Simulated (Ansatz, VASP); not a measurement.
One calculation of AlRu, two programs

```xyz
2
Lattice="3.0813 0.0000 0.0000 0.0000 3.0813 0.0000 0.0000 0.0000 2.9019" Properties=species:S:1:pos:R:3 pbc="T T T"
Al    0.0000    0.0000    0.0000
Ru    1.5407    1.5407    1.4509
```

Change from the starting cell: strain +0.030 along x and y, -0.030 along z, atoms carried along.

Alike in both runs: task single point; functional r2SCAN; k mesh 16 × 16 × 16; occupations gaussian, width 0.15 eV; no spin polarisation.

|  | VASP | Ansatz |
| --- | --- | --- |
| version | VASP 6.6.1 | Ansatz 0.2.0 |
| potentials or method | VASP PAW PBE potentials, release 64 (Al, Ru_pv) | scalar-relativistic, plane waves, PAW |
| plane-wave cutoff (eV) | 520 | 500 |
| valence electrons in the cell | 17 | 19 |

|  | VASP | Ansatz | Ansatz less VASP |
| --- | --- | --- | --- |
| gap on the k mesh at the Fermi level (eV) | none | none | - |
| pressure (GPa) | -7.2 | -7.3 | -0.07 |
| largest component of the traceless stress (GPa) | 7.30 | 7.27 | -0.023 |

A gap of «none» marks a metal or a gap that the smearing closes. The two sets of potentials don't hold the same shells in valence.

Caveats: the PAW data sets were made with another functional, which shifts forces and pressure a little (VASP).
